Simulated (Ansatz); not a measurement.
**Structure types of Si₂Ni compared at 20 GPa**

Structure types of Si₂Ni are relaxed in primitive cells with their symmetry kept at 20 GPa, first on PAW files, then by LAPW. The enthalpy is E + pV at zero temperature, without zero-point motion. Only the types listed were tried, and differences under about 5 meV/atom are mesh noise. The real phase may be another.

Computed with Ansatz 0.2.0; functional PBE, scalar-relativistic. Settings: Fermi–Dirac smearing of 0.05 eV, no spin polarisation. Methods: LAPW: all electrons, basis error target 0.5 meV/atom; PAW: frozen-core files, cutoff 420 eV.

k meshes: fluorite 11×11×11, MoSi2 15×15×15.

Spin polarisation is left out, though a magnetic state may lie lower.

| start type | ends as | a, b, c (Å) | V (Å³/atom) | H − H(lowest), LAPW (meV/atom) |
| --- | --- | --- | --- | --- |
| fluorite | fluorite, Fm-3m | 5.253, 5.253, 5.253 | 12.08 | 0.0 |
| MoSi2 | MoSi2, I4/mmm | 3.165, 3.165, 6.865 | 11.46 | ? |

Question: What belongs in the row "MoSi2", column "H − H(lowest), LAPW (meV/atom)"?

Answer: 294.0.

Question: Split the lead of fluorite over MoSi2 into energy and pV.

Answer: For MoSi2 less fluorite: ΔE = +371.0 meV/atom, and p·ΔV = 20 GPa × -0.6172 Å³ × 6.242 meV/(GPa·Å³) = -77.1 meV/atom, together 293.9 meV/atom. fluorite wins by its internal energy, though it is the less dense.
